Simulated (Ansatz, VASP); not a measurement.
**Ta2N: VASP beside Ansatz**

```
Ta N
1.0
     3.11286    0.00000    0.00000
    -1.55643    2.69582    0.00000
     0.00000    0.00000    4.86984
Ta N
2 1
Direct
  0.66667 0.33333 0.74529
  0.33333 0.66667 0.25471
  0.00000 0.00000 0.00000
```

The cell comes from a database or a generator and needn't be the stable form of this composition.

Alike in both runs: task single point; functional PBE; k mesh 12 × 12 × 6; occupations gaussian, width 0.05 eV; no spin polarisation.

```csv
,VASP,Ansatz
version,VASP 6.6.1,Ansatz 0.2.0
potentials or method,"VASP PAW PBE potentials, release 64 (Ta_pv, N)","scalar-relativistic, plane waves, PAW"
plane-wave cutoff (eV),520,500
valence electrons in the cell,27,31
```

VASP gave:

```
gap on the k mesh at the Fermi level (eV)       : none
pressure (GPa)                                  : -0.9
largest component of the traceless stress (GPa) : 0.24
rms of the force components (eV/Å)              : 0.039
```

Problem. Which values does Ansatz return?

Solution. gap on the k mesh at the Fermi level (eV): none; pressure (GPa): -1.3; largest component of the traceless stress (GPa): 0.30; rms of the force components (eV/Å): 0.060.

Atom by atom the forces differ by 0.021 eV/Å (rms over components). A gap of «none» marks a metal or a gap that the smearing closes. The two sets of potentials don't hold the same shells in valence.

Spin-orbit coupling is left out, which matters for the levels of Ta.
